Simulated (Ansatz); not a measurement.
What moves the pressure of Lu?

```xyz
2
Lattice="3.5099 0.0000 0.0000 -1.7549 3.0397 0.0000 0.0000 0.0000 5.5666" Properties=species:S:1:pos:R:3 pbc="T T T"
Lu    0.0000    2.0264    1.3917
Lu    1.7549    1.0132    4.1749
```

Atom numbers follow the list: Lu1, Lu2.

The cell is COD entry 1538083, as deposited and not checked against the literature; nothing was relaxed.

All numbers below come from Ansatz 0.2.0, DFT, PBE, all-electron LAPW, scalar-relativistic.

Settings: a Γ-centred 13×13×8 k mesh, Fermi–Dirac smearing of 0.03 eV, basis error target 0.5 meV/atom, no spin polarisation.

Spin–orbit coupling is off unless a change turns it on.

In this reference run the pressure is -0.9 GPa (positive in compression). Each change below is made alone, on the same k mesh, with fractional coordinates held unless an atom is moved; x, y and z are the Cartesian axes.

(1) Order the changes by the shift of the pressure, most negative first.
A. x and y strained by -3 %, z held
B. volume scaled by 1.02
C. volume scaled by 0.98
D. xy engineering shear strain of +2 %

Answers

(1) B (-0.8 GPa), D (0.0 GPa), C (+0.9 GPa), A (+3.0 GPa).
